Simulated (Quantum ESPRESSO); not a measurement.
# Si (Fd-3m) in Quantum ESPRESSO: notebook

Aim: see how the results for Si move with the level of theory and the settings. Levels: PBE, LDA, PBEsol. Tasks: single point.

All numbers are computed with Quantum ESPRESSO 7.5; they aren't measurements. Logs are shortened: lines on timing, memory, paths and dates and some standing lists are left out, and cuts for length are marked.

## 1. Starting point

The structure is cubic, space group Fd-3m (No. 227). Conventional cell: a = 5.444 Å, b = 5.444 Å, c = 5.444 Å, α = 90.00°, β = 90.00°, γ = 90.00°. Si (site symmetry -43m) has 4 Si at 2.36 Å as nearest neighbours.

## 2. Single point, PBE

Input file scf.in:

```
&CONTROL
  calculation = 'scf'
  prefix = 'pwscf'
  outdir = './tmp'
  pseudo_dir = './pseudo'
/
&SYSTEM
  ibrav = 0
  nat = 2
  ntyp = 1
  ecutwfc = 36
  nbnd = 9
  occupations = 'smearing'
  smearing = 'fd'
  degauss = 0.00367493
  force_symmorphic = .true.
/
&ELECTRONS
  conv_thr = 4d-10
  electron_maxstep = 120
  mixing_beta = 0.5
/
ATOMIC_SPECIES
Si    28.0850 Si.upf
CELL_PARAMETERS angstrom
   0.0000000000    2.7218511865    2.7218511865
   2.7218511865    0.0000000000    2.7218511865
   2.7218511865    2.7218511865    0.0000000000
ATOMIC_POSITIONS angstrom
Si     2.7218511865    2.7218511865    2.7218511865
Si     4.0827767798    4.0827767798    4.0827767798
K_POINTS automatic
8 8 8 0 0 0
```

Input file nscf.in:

```
&CONTROL
  calculation = 'nscf'
  prefix = 'pwscf'
  outdir = './tmp'
  pseudo_dir = './pseudo'
/
&SYSTEM
  ibrav = 0
  nat = 2
  ntyp = 1
  ecutwfc = 36
  nbnd = 154
  occupations = 'fixed'
  force_symmorphic = .true.
/
&ELECTRONS
  conv_thr = 1d-08
  diago_full_acc = .true.
  diago_thr_init = 1d-06
/
ATOMIC_SPECIES
Si    28.0850 Si.upf
CELL_PARAMETERS angstrom
   0.0000000000    2.7218511865    2.7218511865
   2.7218511865    0.0000000000    2.7218511865
   2.7218511865    2.7218511865    0.0000000000
ATOMIC_POSITIONS angstrom
Si     2.7218511865    2.7218511865    2.7218511865
Si     4.0827767798    4.0827767798    4.0827767798
K_POINTS automatic
6 6 6 0 0 0
```

Potentials or basis: PseudoDojo 0.4.1 SR PBE standard.

The run is started by

```bash
$ OMP_NUM_THREADS=1 pw.x -in scf.in > scf.out
$ OMP_NUM_THREADS=1 pw.x -in nscf.in > nscf.out
```

scf.out:

```text
This program is part of the open-source Quantum ESPRESSO suite
     for quantum simulation of materials; please cite
[... 9 lines left out ...]
     --------------------
     sticks:   dense  smooth     PW     G-vecs:    dense   smooth      PW
     Sum         517     517    163                 7823     7823    1459

     Using Slab Decomposition

     bravais-lattice index     =            0
     lattice parameter (alat)  =       7.2741  a.u.
     unit-cell volume          =     272.1571 (a.u.)^3
     number of atoms/cell      =            2
     number of atomic types    =            1
     number of electrons       =         8.00
     number of Kohn-Sham states=            9
     kinetic-energy cutoff     =      36.0000  Ry
     charge density cutoff     =     144.0000  Ry
     scf convergence threshold =      4.0E-10
     mixing beta               =       0.5000
     number of iterations used =            8  plain     mixing
     Exchange-correlation= PBE
                           (   1   4   3   4   0   0   0)

     celldm(1)=   7.274083  celldm(2)=   0.000000  celldm(3)=   0.000000
     celldm(4)=   0.000000  celldm(5)=   0.000000  celldm(6)=   0.000000

     crystal axes: (cart. coord. in units of alat)
               a(1) = (   0.000000   0.707107   0.707107 )
               a(2) = (   0.707107   0.000000   0.707107 )
               a(3) = (   0.707107   0.707107   0.000000 )

     reciprocal axes: (cart. coord. in units 2 pi/alat)
               b(1) = ( -0.707107  0.707107  0.707107 )
               b(2) = (  0.707107 -0.707107  0.707107 )
               b(3) = (  0.707107  0.707107 -0.707107 )

     PseudoPot. # 1 for Si read from file:
     Si.upf
     Pseudo is Norm-conserving + core correction, Zval =  4.0
     Generated using ONCVPSP code by D. R. Hamann
     Using radial grid of 1510 points,  6 beta functions with:
                l(1) =   0
                l(2) =   0
                l(3) =   1
                l(4) =   1
                l(5) =   2
                l(6) =   2

     atomic species   valence    mass     pseudopotential
     Si                4.00    28.08500     Si( 1.00)

     24 Sym. Ops. (no inversion) found

   Cartesian axes

     site n.     atom                  positions (alat units)
         1        Si     tau(   1) = (   0.7071068   0.7071068   0.7071068  )
         2        Si     tau(   2) = (   1.0606602   1.0606602   1.0606602  )

     number of k points=    29  Fermi-Dirac smearing, width (Ry)=  0.0037
                       cart. coord. in units 2pi/alat
        k(    1) = (   0.0000000   0.0000000   0.0000000), wk =   0.0039062
        k(    2) = (   0.0883883   0.0883883  -0.0883883), wk =   0.0312500
        k(    3) = (   0.1767767   0.1767767  -0.1767767), wk =   0.0312500
        k(    4) = (   0.2651650   0.2651650  -0.2651650), wk =   0.0312500
        k(    5) = (  -0.3535534  -0.3535534   0.3535534), wk =   0.0156250
        k(    6) = (   0.1767767   0.0000000   0.0000000), wk =   0.0234375
[... 21 lines left out ...]
        k(   28) = (  -0.7071068   0.1767767  -0.0000000), wk =   0.0468750
        k(   29) = (  -0.7071068   0.3535534   0.0000000), wk =   0.0234375

     Dense  grid:     7823 G-vectors     FFT dimensions: (  27,  27,  27)

     Initial potential from superposition of free atoms

     starting charge       7.9988, renormalised to       8.0000
     Starting wfcs are    8 randomized atomic wfcs +    1 random wfcs

     Self-consistent Calculation

     iteration #  1     ecut=    36.00 Ry     beta= 0.50
     Davidson diagonalization with overlap
     ethr =  1.00E-02,  avg # of iterations =  6.4

     Threshold (ethr) on eigenvalues was too large:
     Diagonalizing with lowered threshold

     Davidson diagonalization with overlap
     ethr =  6.64E-04,  avg # of iterations =  1.2

     total energy              =     -16.92489897 Ry
     estimated scf accuracy    <       0.05585438 Ry

     iteration #  2     ecut=    36.00 Ry     beta= 0.50
     Davidson diagonalization with overlap
     ethr =  6.98E-04,  avg # of iterations =  1.0

     total energy              =     -16.92432842 Ry
     estimated scf accuracy    <       0.00956918 Ry

     iteration #  3     ecut=    36.00 Ry     beta= 0.50
     Davidson diagonalization with overlap
     ethr =  1.20E-04,  avg # of iterations =  1.9

     total energy              =     -16.92475725 Ry
     estimated scf accuracy    <       0.00013181 Ry

     iteration #  4     ecut=    36.00 Ry     beta= 0.50
     Davidson diagonalization with overlap
     ethr =  1.65E-06,  avg # of iterations =  6.9

     total energy              =     -16.92477164 Ry
     estimated scf accuracy    <       0.00000096 Ry

     iteration #  5     ecut=    36.00 Ry     beta= 0.50
     Davidson diagonalization with overlap
     ethr =  1.21E-08,  avg # of iterations =  2.6

     total energy              =     -16.92477219 Ry
     estimated scf accuracy    <       0.00000004 Ry

     iteration #  6     ecut=    36.00 Ry     beta= 0.50
     Davidson diagonalization with overlap
     ethr =  5.34E-10,  avg # of iterations =  2.1

     total energy              =     -16.92477220 Ry
     estimated scf accuracy    <          1.4E-09 Ry

     iteration #  7     ecut=    36.00 Ry     beta= 0.50
     Davidson diagonalization with overlap
     ethr =  1.78E-11,  avg # of iterations =  2.9

     End of self-consistent calculation

          k = 0.0000 0.0000 0.0000 (   965 PWs)   bands (ev):

    -5.7589   6.1560   6.1560   6.1560   8.7087   8.7087   8.7087   9.4151
    13.8800

          k = 0.0884 0.0884-0.0884 (   968 PWs)   bands (ev):

    -5.5562   4.5560   5.8682   5.8682   8.6274   9.1308   9.1308  10.7865
    13.4017

          k = 0.1768 0.1768-0.1768 (   983 PWs)   bands (ev):

    -4.9647   2.2378   5.3991   5.3991   8.1501   9.6504   9.6504  13.0024
    13.3561

          k = 0.2652 0.2652-0.2652 (   996 PWs)   bands (ev):

    -4.0781   0.2300   5.0729   5.0729   7.7865   9.6040   9.6040  14.0235
    14.7286

          k =-0.3536-0.3536 0.3536 (   978 PWs)   bands (ev):

    -3.4471  -0.7837   4.9612   4.9612   7.6586   9.4962   9.4962  13.8776
    17.4462

          k = 0.1768 0.0000 0.0000 (   974 PWs)   bands (ev):

    -5.4878   4.8113   5.3541   5.3541   8.1626   9.8424   9.8424  10.4734
    12.6589

          k = 0.2652 0.0884-0.0884 (   986 PWs)   bands (ev):

    -5.0224   2.9327   4.8448   4.9161   8.2982   9.8237  10.6046  10.9038
    13.6014

          k = 0.3536 0.1768-0.1768 (   998 PWs)   bands (ev):

    -4.2135   0.8854   4.3267   4.5774   8.3919   9.7731  10.6090  11.6140
    15.4846

          k =-0.2652-0.4419 0.4419 (   997 PWs)   bands (ev):

    -3.3603  -0.5663   3.8838   4.6010   8.3334   9.6575  10.2513  13.5004
    15.1372

          k =-0.1768-0.3536 0.3536 (   992 PWs)   bands (ev):

    -3.6022  -0.1990   3.7044   4.8953   8.4922   9.7717  10.0192  14.0359
    14.2449

          k =-0.0884-0.2652 0.2652 (   982 PWs)   bands (ev):

    -4.5175   1.5401   3.8568   5.3840   8.8437   9.8210  10.0038  12.4180
    12.6385

          k = 0.0000-0.1768 0.1768 (   985 PWs)   bands (ev):

    -5.2222   3.4700   4.5380   5.8630   9.1606   9.2667   9.5034  11.6529
    12.5117

          k = 0.3536 0.0000 0.0000 (   998 PWs)   bands (ev):

    -4.6842   2.6319   4.2770   4.2770   7.2893   9.2885  11.8842  11.8842
    14.1376

          k = 0.4419 0.0884-0.0884 (  1002 PWs)   bands (ev):

    -3.9792   1.2176   3.5010   3.9603   7.5107   9.0526  12.1162  12.3993
    16.2495

          k =-0.1768-0.5303 0.5303 (   998 PWs)   bands (ev):

    -3.0610  -0.2123   2.6427   3.9629   7.6810  10.5991  11.8582  12.0575
    16.3161

          k =-0.0884-0.4419 0.4419 (   989 PWs)   bands (ev):

    -2.8593  -0.4676   2.1880   4.2791   8.0013  11.5985  11.6186  13.0841
    14.1198

          k = 0.0000-0.3536 0.3536 (  1003 PWs)   bands (ev):

    -3.7299   0.6836   2.4286   4.8339   8.5966  10.9231  11.2740  12.2547
    12.6156

          k = 0.5303-0.0000 0.0000 (   998 PWs)   bands (ev):

    -3.3806   0.4155   3.5641   3.5641   6.7806   7.7075  14.1540  14.1540
    16.7797

          k =-0.0884-0.6187 0.6187 (   989 PWs)   bands (ev):

    -2.4899  -0.6629   2.7434   3.4882   7.0613   8.1282  14.3841  14.4589
    16.8610

          k = 0.0000-0.5303 0.5303 (   999 PWs)   bands (ev):

    -2.0569  -1.0553   1.8859   3.7441   7.3684  10.2786  13.5842  14.1355
    14.3213

          k =-0.7071 0.0000 0.0000 (   982 PWs)   bands (ev):

    -1.6426  -1.6426   3.3197   3.3197   6.8787   6.8787  16.1835  16.1835
    17.1204

          k = 0.3536 0.1768 0.0000 (   990 PWs)   bands (ev):

    -4.4387   1.8676   3.4605   4.7347   8.5981  10.0222  10.3556  11.6324
    13.9184

          k =-0.2652-0.4419 0.6187 (   994 PWs)   bands (ev):

    -3.5573   0.3271   2.8534   4.2378   9.0256   9.6982  11.1574  12.0696
    15.1450

          k =-0.1768-0.3536 0.5303 (   982 PWs)   bands (ev):

    -2.9116  -0.6087   2.7235   4.0104   9.2018   9.2934  12.0408  13.2580
    13.5132

          k =-0.1768-0.5303 0.7071 (   995 PWs)   bands (ev):

    -3.1839   0.1979   2.8158   3.4152   8.1036   8.8061  11.8810  14.1046
    16.3233

          k =-0.0884-0.4419 0.6187 (   998 PWs)   bands (ev):

    -2.3169  -0.7631   2.1240   3.2161   8.5450  10.4340  11.4042  13.5592
    14.5235

          k = 0.0000-0.3536 0.5303 (  1002 PWs)   bands (ev):

    -2.6650  -0.4018   1.9587   3.5889   9.0210  10.6885  11.3504  13.1605
    13.9833

          k =-0.7071 0.1768-0.0000 (   988 PWs)   bands (ev):

    -1.5662  -1.5662   2.7625   2.7625   8.1304   8.1304  13.9638  13.9638
    16.6851

          k =-0.7071 0.3536 0.0000 (   992 PWs)   bands (ev):

    -1.4822  -1.4822   2.3317   2.3317  10.4294  10.4294  11.1252  11.1252
    16.6849

     the Fermi energy is     6.4480 ev

!    total energy              =     -16.92477220 Ry
     estimated scf accuracy    <          2.1E-11 Ry
     smearing contrib. (-TS)   =      -0.00000192 Ry
     internal energy E=F+TS    =     -16.92477028 Ry

     The total energy is F=E-TS. E is the sum of the following terms:
     one-electron contribution =       4.90558724 Ry
     hartree contribution      =       1.10242519 Ry
     xc contribution           =      -6.17612365 Ry
     ewald contribution        =     -16.75665906 Ry

     convergence has been achieved in   7 iterations

=------------------------------------------------------------------------------=
   JOB DONE.
=------------------------------------------------------------------------------=
```

It took 25 s on 1 thread of Arm Neoverse V2, shared host; peak memory 0.05 GiB.

Results:

* Band gap on the k mesh, mean-field level: 0.72 eV, indirect (least direct gap 2.55 eV)

A k mesh can miss the band edges. PBE gaps usually lie below the measured ones, often by a third to a half.

## 3. Single point, LDA

Input file scf.in:

```
&CONTROL
  calculation = 'scf'
  prefix = 'pwscf'
  outdir = './tmp'
  pseudo_dir = './pseudo'
/
&SYSTEM
  ibrav = 0
  nat = 2
  ntyp = 1
  ecutwfc = 32
  nbnd = 9
  occupations = 'smearing'
  smearing = 'fd'
  degauss = 0.00367493
  force_symmorphic = .true.
/
&ELECTRONS
  conv_thr = 4d-10
  electron_maxstep = 120
  mixing_beta = 0.5
/
ATOMIC_SPECIES
Si    28.0850 Si.upf
CELL_PARAMETERS bohr
   0.0000000000    5.1435532945    5.1435532945
   5.1435532945    0.0000000000    5.1435532945
   5.1435532945    5.1435532945    0.0000000000
ATOMIC_POSITIONS bohr
Si     5.1435532945    5.1435532945    5.1435532945
Si     7.7153299417    7.7153299417    7.7153299417
K_POINTS automatic
8 8 8 0 0 0
```

Input file nscf.in:

```
&CONTROL
  calculation = 'nscf'
  prefix = 'pwscf'
  outdir = './tmp'
  pseudo_dir = './pseudo'
/
&SYSTEM
  ibrav = 0
  nat = 2
  ntyp = 1
  ecutwfc = 32
  nbnd = 104
  occupations = 'fixed'
  force_symmorphic = .true.
/
&ELECTRONS
  conv_thr = 1d-08
  diago_full_acc = .true.
  diago_thr_init = 1d-06
/
ATOMIC_SPECIES
Si    28.0850 Si.upf
CELL_PARAMETERS bohr
   0.0000000000    5.1435532945    5.1435532945
   5.1435532945    0.0000000000    5.1435532945
   5.1435532945    5.1435532945    0.0000000000
ATOMIC_POSITIONS bohr
Si     5.1435532945    5.1435532945    5.1435532945
Si     7.7153299417    7.7153299417    7.7153299417
K_POINTS automatic
6 6 6 0 0 0
```

Potentials or basis: PseudoDojo 0.4.1 SR LDA standard.

The run is started by

```bash
$ OMP_NUM_THREADS=1 pw.x -in scf.in > scf.out
$ OMP_NUM_THREADS=1 pw.x -in nscf.in > nscf.out
```

scf.out:

```text
This program is part of the open-source Quantum ESPRESSO suite
     for quantum simulation of materials; please cite
[... 9 lines left out ...]
     --------------------
     sticks:   dense  smooth     PW     G-vecs:    dense   smooth      PW
     Sum         463     463    151                 6615     6615    1243

     Using Slab Decomposition

     bravais-lattice index     =            0
     lattice parameter (alat)  =       7.2741  a.u.
     unit-cell volume          =     272.1571 (a.u.)^3
     number of atoms/cell      =            2
     number of atomic types    =            1
     number of electrons       =         8.00
     number of Kohn-Sham states=            9
     kinetic-energy cutoff     =      32.0000  Ry
     charge density cutoff     =     128.0000  Ry
     scf convergence threshold =      4.0E-10
     mixing beta               =       0.5000
     number of iterations used =            8  plain     mixing
     Exchange-correlation= SLA  PW   NOGX NOGC
                           (   1   4   0   0   0   0   0)

     celldm(1)=   7.274083  celldm(2)=   0.000000  celldm(3)=   0.000000
     celldm(4)=   0.000000  celldm(5)=   0.000000  celldm(6)=   0.000000

     crystal axes: (cart. coord. in units of alat)
               a(1) = (   0.000000   0.707107   0.707107 )
               a(2) = (   0.707107   0.000000   0.707107 )
               a(3) = (   0.707107   0.707107   0.000000 )

     reciprocal axes: (cart. coord. in units 2 pi/alat)
               b(1) = ( -0.707107  0.707107  0.707107 )
               b(2) = (  0.707107 -0.707107  0.707107 )
               b(3) = (  0.707107  0.707107 -0.707107 )

     PseudoPot. # 1 for Si read from file:
     Si.upf
     Pseudo is Norm-conserving + core correction, Zval =  4.0
     Generated using ONCVPSP code by D. R. Hamann
[... 50 lines left out ...]

     Dense  grid:     6615 G-vectors     FFT dimensions: (  27,  27,  27)

     Initial potential from superposition of free atoms

     starting charge       7.9989, renormalised to       8.0000
     Starting wfcs are    8 randomized atomic wfcs +    1 random wfcs

     Self-consistent Calculation

     iteration #  1     ecut=    32.00 Ry     beta= 0.50
     Davidson diagonalization with overlap
     ethr =  1.00E-02,  avg # of iterations =  6.1

     Threshold (ethr) on eigenvalues was too large:
     Diagonalizing with lowered threshold

     Davidson diagonalization with overlap
     ethr =  6.91E-04,  avg # of iterations =  1.6

     total energy              =     -17.05018210 Ry
     estimated scf accuracy    <       0.05829146 Ry
[... 36 lines left out ...]
     iteration #  7     ecut=    32.00 Ry     beta= 0.50
     Davidson diagonalization with overlap
     ethr =  1.18E-11,  avg # of iterations =  2.7

     End of self-consistent calculation

          k = 0.0000 0.0000 0.0000 (   869 PWs)   bands (ev):

    -5.9498   5.9625   5.9625   5.9625   8.4933   8.4933   8.4933   9.0499
    13.6115
[... 93 lines left out ...]
    -2.2460  -1.2512   1.6698   3.5549   7.0872  10.0097  13.3381  13.8460
    14.0045

          k =-0.7071 0.0000 0.0000 (   806 PWs)   bands (ev):

    -1.8365  -1.8365   3.1303   3.1303   6.5931   6.5931  15.8730  15.8730
    16.8877

          k = 0.3536 0.1768 0.0000 (   838 PWs)   bands (ev):
[... 26 lines left out ...]
    -2.8544  -0.5985   1.7427   3.3884   8.7547  10.4281  11.0810  12.8902
    13.7156

          k =-0.7071 0.1768-0.0000 (   828 PWs)   bands (ev):

    -1.7589  -1.7589   2.5579   2.5579   7.8582   7.8582  13.6927  13.6927
    16.4083

          k =-0.7071 0.3536 0.0000 (   848 PWs)   bands (ev):

    -1.6734  -1.6734   2.1192   2.1193  10.1579  10.1579  10.8645  10.8645
    16.4052

     the Fermi energy is     6.2106 ev

!    total energy              =     -17.04984069 Ry
     estimated scf accuracy    <          1.1E-11 Ry
     smearing contrib. (-TS)   =      -0.00000408 Ry
     internal energy E=F+TS    =     -17.04983662 Ry

     The total energy is F=E-TS. E is the sum of the following terms:
     one-electron contribution =       4.79448386 Ry
     hartree contribution      =       1.10214745 Ry
     xc contribution           =      -6.18980885 Ry
     ewald contribution        =     -16.75665907 Ry

     convergence has been achieved in   7 iterations

=------------------------------------------------------------------------------=
   JOB DONE.
=------------------------------------------------------------------------------=
```

Wall time 16 s (1 thread of Arm Neoverse V2, shared host); peak memory 0.05 GiB.

What came out:

- Band gap on the k mesh, mean-field level: 0.63 eV, indirect (least direct gap 2.53 eV)

Levels at points of the mesh, in eV from the valence-band top:
| k point | band 1 | band 2 | band 3 | band 4 | band 5 | band 6 | band 7 | band 8 | band 9 |
| --- | --- | --- | --- | --- | --- | --- | --- | --- | --- |
| (0.00, 0.00, 0.00) | -11.91 | 0.00 | 0.00 | 0.00 | 2.53 | 2.53 | 2.53 | 3.09 | 7.65 |
| (0.00, 0.00, -0.50) | -9.60 | -6.96 | -1.19 | -1.19 | 1.40 | 3.31 | 3.31 | 7.52 | 10.53 |
| (0.00, -0.50, -0.50) | -7.80 | -7.80 | -2.83 | -2.83 | 0.63 | 0.63 | 9.91 | 9.91 | 10.93 |

A k mesh can miss the band edges. LDA gaps usually lie below the measured ones, often by a third to a half.

[end of part 1 of 2]
